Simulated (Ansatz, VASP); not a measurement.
## Two plane-wave programs on BN

```xyz
2
Lattice="0.0000 1.8130 1.8130 1.8130 0.0000 1.8130 1.8130 1.8130 0.0000" Properties=species:S:1:pos:R:3 pbc="T T T"
N     0.9065    0.9065    0.9065
B     0.0000    0.0000    0.0000
```

The cell is a database's computed one.

Alike in both runs: task single point; functional PBE; k mesh 13 × 13 × 13; occupations gaussian, width 0.029 eV; no spin polarisation.

|  | VASP | Ansatz |
| --- | --- | --- |
| version | VASP 6.6.1 | Ansatz 0.2.0 |
| potentials or method | VASP PAW PBE potentials, release 64 (N, B) | Ansatz PAW |
| plane-wave cutoff (eV) | 520 | 420 |
| valence electrons in the cell | 8 | 8 |

```tsv
	VASP	Ansatz	Ansatz less VASP
gap on the k mesh at the Fermi level (eV)	4.52	4.54	+0.012
least direct gap on the mesh (eV)	8.78	8.79	+0.011
pressure (GPa)	-0.2	-0.4	-0.23
```

Caveats: an odd mesh through Γ misses points on the zone boundary, where band edges often lie (VASP); odd divisions of the mesh miss points on the zone boundary, where band edges often lie, so the gap on the mesh can be too wide (Ansatz); the pressure holds a Pulay correction of +1.1 GPa for the finite cutoff (Ansatz). As with any semilocal functional, this PBE gap is likely too small.
